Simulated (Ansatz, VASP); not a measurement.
# Br in VASP and in Ansatz

```
Br
1.0
     3.36325   -2.32255    0.00000
     3.36325    2.32255    0.00000
     0.00000    0.00000    8.70230
Br
4
Direct
  0.36510 0.63490 0.39010
  0.13490 0.86510 0.89010
  0.63490 0.36510 0.60990
  0.86510 0.13490 0.10990
```

Alike in both runs: functional LDA; k mesh 7 × 7 × 3; occupations fermi-dirac, width 0.05 eV; no spin polarisation.

|  | VASP | Ansatz |
| --- | --- | --- |
| version | VASP 6.6.1 | Ansatz 0.2.0 |
| potentials or method | VASP PAW LDA potentials, release 64 (Br) | Ansatz PAW |
| plane-wave cutoff (eV) | 520 | 420 |
| valence electrons in the cell | 28 | 28 |
| task | single point | band structure |

|  | VASP | Ansatz | Ansatz less VASP |
| --- | --- | --- | --- |
| gap on the k mesh at the Fermi level (eV) | 1.75 | 1.75 | 0.000 |
| least direct gap on the mesh (eV) | 1.77 | 1.77 | 0.000 |
| pressure (GPa) | -1.2 | -1.2 | -0.05 |
| largest component of the traceless stress (GPa) | 0.69 | 0.69 | -0.005 |
| rms of the force components (eV/Å) | 0.420 | 0.401 | -0.0190 |

Atom by atom the forces differ by 0.019 eV/Å (rms over components).

Caveats: an odd mesh through Γ misses points on the zone boundary, where band edges often lie (VASP); the PAW data sets come from PBE, with cores solved anew for the run's functional, which leaves a small shift of forces and pressure (Ansatz). As with any semilocal functional, this LDA gap is likely too small.
